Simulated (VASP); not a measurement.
Here is a VASP 6.6.1 calculation.

File INCAR:

```
ALGO = Normal ; EDIFF = 1E-7
EDIFFG = -0.01 ; ENCUT = 600
GGA = CA ; IBRION = 2
ISIF = 2 ; ISMEAR = 1
LASPH = T ; LCHARG = F
LREAL = F ; LWAVE = F
NELM = 80 ; NSW = 40
PREC = Accurate ; SIGMA = 0.1
```

Contents of KPOINTS:

```
k-points
0
Gamma
  14 14 14
```

File POSCAR:

```
Bi                                      
1.0
   -1.9155813763      1.9155813763      1.9155813763
    1.9155813763     -1.9155813763      1.9155813763
    1.9155813763      1.9155813763     -1.9155813763
  Bi            
     1
Direct
     0.0000000000000000    0.0000000000000000    0.0000000000000000
```

Potentials or basis: VASP PAW LDA potentials, release 64 (Bi_d).

Launch:

```bash
$ cat potpaw_LDA.64/Bi_d/POTCAR > POTCAR
$ mpirun -np 1 vasp_std > vasp.out
```

(1) Predict the band gap on the k mesh.

Results:

(1) none (metal or under the smearing width).

Caveat: the relaxation stopped at its first step, so nothing moved; spin-orbit coupling is left out, which moves the levels of the heavy elements.
